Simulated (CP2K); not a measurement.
# AlPt under changes of volume

One of the cells (14.774 Å³/atom); the others are scaled copies at fixed shape and fractional positions:

```
CELL_PARAMETERS angstrom
3.09155 0.00000 0.00000
0.00000 3.09155 0.00000
0.00000 0.00000 3.09155
ATOMIC_POSITIONS crystal
Pt 0.50000 0.50000 0.50000
Al 0.00000 0.00000 0.00000
```

Measurements of this composition are mostly on another form, of space group No. 198.

| Property | Result |
| --- | --- |
| Program | CP2K 2026.2 |
| Functional | PBEsol |
| Potentials or basis | POTENTIAL_UZH Pt GTH-PBE-q18, Al GTH-PBE-q3; TZVP-MOLOPT-PBE-GTH basis |
| Density cutoff | 6123 eV |
| k mesh | 9 × 9 × 9 |
| Occupations | fermi-dirac, width 0.0259 eV |
| Spin | no spin polarisation |

| volume (Å³/atom) | energy over the lowest point (meV/atom) | pressure (GPa) |
| --- | --- | --- |
| 13.888 | 13.30 | 8.3 |
| 14.183 | 2.46 | 3.5 |
| 14.478 | 0.00 | -0.8 |
| 14.774 | ? | ? |
| 15.069 | 16.59 | -7.9 |
| 15.365 | 34.10 | -11.0 |
| 15.660 | 56.81 | -13.6 |

Question: What does the run at 14.774 Å³/atom give?

Answer: Energy over the lowest point 4.98 meV/atom; pressure -4.6 GPa.

Worked out: A Birch-Murnaghan fit of order 3 (a polynomial in V^(-2/3)) to the other rows has its minimum at 14.42 Å³/atom with B0 = V·E''(V) = 202 GPa and B' = 4.8. It gives 4.99 meV/atom at 14.774 Å³/atom, against the run's 4.98, and -dE/dV = -4.6 GPa, against -4.6.

Energies are extrapolated to zero smearing.

Caveats: the potentials were made for another functional, which shifts forces and pressure; the basis of atomic orbitals isn't converged, which shifts pressures, moduli and gaps.
